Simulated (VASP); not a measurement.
Set up this calculation in VASP 6.6.1, as the native input.

```
Task                   : single point
Functional             : PBE
Potentials or basis    : VASP PAW PBE potentials, release 64 (C)
Cutoff                 : 520 eV
k mesh                 : 1 × 1 × 1
Occupations            : fermi-dirac, width 0.002 eV
Spin                   : no spin polarisation
Dipole correction      : no
Further INCAR settings : LREAL = Auto; ALGO = Normal; EDIFF = 1e-06; NBANDS = 86
```

The structure of C lies in POSCAR:

```
C
1.0
    9.8640000000      0.0000000000      0.0000000000
   -4.9320000000      8.5424750000      0.0000000000
    0.0000000000      0.0000000000     13.0000000000
C
32
Direct
    0.0073976629      0.0056306867      0.0735538462
    0.1655991303      0.0855372711      0.0716153846
    0.0016864044      0.2466615354      0.0768384615
    0.1685848255      0.3271534304      0.0817846154
    0.0009275923      0.4932177150      0.0655000000
    0.1626041309      0.5839876617      0.0760384615
   -0.0041050421      0.7505084885      0.0654076923
    0.1701140588      0.8382816455      0.0776153846
    0.2523165244      0.0105941194      0.0801461538
    0.4163069135      0.0899739244      0.0779076923
    0.2620029508      0.2606036307      0.0758923077
    0.4222918896      0.3369398213      0.0784076923
    0.2525331968      0.4993283562      0.0820615385
    0.4203774422      0.5826648600      0.0860000000
    0.2431506923      0.7451821632      0.0764384615
    0.4020389917      0.8276992324      0.0901230769
    0.4998430620      0.0015920445      0.0848230769
    0.6579442003      0.0737959432      0.0850692308
    0.4972072048      0.2492603139      0.0713307692
    0.6682122455      0.3276450911      0.0649538462
    0.4981232211      0.4993283562      0.0799384615
    0.6663390190      0.5867737395      0.0776769231
    0.4888904886      0.7452992253      0.0921846154
    0.6659257874      0.8315271628      0.0881769231
    0.7497001787      0.0011237961      0.0824230769
    0.9185197009      0.0825990126      0.0819538462
    0.7480191577      0.2485930600      0.0708769231
    0.9194082896      0.3270363683      0.0698307692
    0.7546795671      0.4979236111      0.0666076923
    0.9156551207      0.5804992113      0.0675538462
    0.7511155212      0.7535286905      0.0766153846
    0.9232643421      0.8428587734      0.0661846154
```

The cell was built by a generator and needn't be a form met in nature.

One way to write it, as run:

INCAR

```
SYSTEM = C
PREC = Accurate
ENCUT = 520
EDIFF = 1E-6
ISMEAR = -1
SIGMA = 0.002
LREAL = Auto
LASPH = .TRUE.
NELM = 100
ALGO = Normal
ISIF = 2
LWAVE = .FALSE.
LCHARG = .TRUE.
GGA = PE
LELF = .TRUE.
LVHAR = .TRUE.
NBANDS = 86
```

KPOINTS

```
Automatic mesh
0
G
  1 1 1
  0 0 0
```

Potentials or basis: VASP PAW PBE potentials, release 64 (C).

The run is started by

```sh
$ cat potpaw_PBE.64/C/POTCAR > POTCAR
$ mpirun -np 1 vasp_gam > vasp.out
```

It gave:

```
Largest force          : 5.226 eV/Å
Band gap on the k mesh : 3.76 eV, direct
```

Run time: 2.3 min on 1 thread of Intel(R) Xeon(R) 6975P-C (Granite Rapids), with other jobs on the host, peak memory 1 GiB.
